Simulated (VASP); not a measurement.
A VASP 6.6.1 single-point calculation on CdSe

INCAR

```
SIGMA = 0.005
NELM = 67
PREC = Accurate
LMAXMIX = 4
IBRION = -1
ENCUT = 520
LDAU = .TRUE.
LDAUJ = 0 0
ISMEAR = 0
LDAUL = 2 -1
LCHARG = .FALSE.
LDAUU = 5.0 0
LREAL = .FALSE.
NSW = 0
GGA = PE
LDAUTYPE = 2
ISIF = 2
LWAVE = .FALSE.
LASPH = .TRUE.
NBANDS = 16
EDIFF = 1E-7
```

KPOINTS

```
KPOINTS created by Atomic Simulation Environment
0
Gamma
8 8 8
0 0 0
```

POSCAR

```
Cd Se
 1.0000000000000000
    -0.1534428726000000    3.0370493315000000    3.0370493315000000
     3.0370493315000000   -0.1534428726000000    3.0370493315000000
     3.0370493315000000    3.0370493315000000   -0.1534428726000000
 Cd  Se
   1   1
Cartesian
 -0.0295900251441788 -0.0295900251441788 -0.0295900251441788
  1.5097539727441787  1.5097539727441787  1.5097539727441789
```

The recommended PBE PAW datasets give the neutral cell 18 valence electrons.

Command

```
mpirun -np 1 vasp_std
```

How does this run end, and what does it give?

It converged. Results: gap between bands v and c on the k mesh 0.56 eV; least direct gap on the k mesh 0.56 eV; pressure -0.8 GPa. Band v is the last that the valence electrons fill when counted band by band, and c is the next.

OSZICAR

```
N       E                     dE             d eps       ncg     rms          rms(c)
DAV:   1     0.106242751982E+03    0.10624E+03   -0.87954E+03  2144   0.995E+02
DAV:   2    -0.819358006811E+00   -0.10706E+03   -0.10278E+03  2512   0.238E+02
DAV:   3    -0.505344728663E+01   -0.42341E+01   -0.42276E+01  2488   0.524E+01
DAV:   4    -0.507249322125E+01   -0.19046E-01   -0.19045E-01  2664   0.363E+00
DAV:   5    -0.507261152883E+01   -0.11831E-03   -0.11831E-03  2488   0.241E-01    0.670E+00
DAV:   6    -0.474609905768E+01    0.32651E+00   -0.56970E-01  2560   0.801E+00    0.490E+00
DAV:   7    -0.474318503971E+01    0.29140E-02   -0.16124E-01  2408   0.260E+00    0.200E+00
DAV:   8    -0.474779187725E+01   -0.46068E-02   -0.17721E-02  2312   0.154E+00    0.344E-01
DAV:   9    -0.474840595110E+01   -0.61407E-03   -0.20672E-03  2424   0.540E-01    0.962E-02
DAV:  10    -0.474844666976E+01   -0.40719E-04   -0.19115E-04  2728   0.170E-01    0.501E-02
DAV:  11    -0.474852414102E+01   -0.77471E-04   -0.11906E-04  2440   0.711E-02    0.186E-02
DAV:  12    -0.474852405986E+01    0.81158E-07   -0.20585E-06  2512   0.103E-02    0.733E-03
DAV:  13    -0.474852530995E+01   -0.12501E-05   -0.28274E-06  2464   0.884E-03    0.335E-03
DAV:  14    -0.474852531078E+01   -0.82309E-09   -0.10850E-07  2232   0.205E-03
   1 F= -.47485253E+01 E0= -.47485253E+01  d E =-.269607E-39
```

For comparison, a separate PBE run of the intended cell, on usual settings and not on those above, gives a gap of 0.39 eV on its mesh and a pressure of -0.4 GPa.
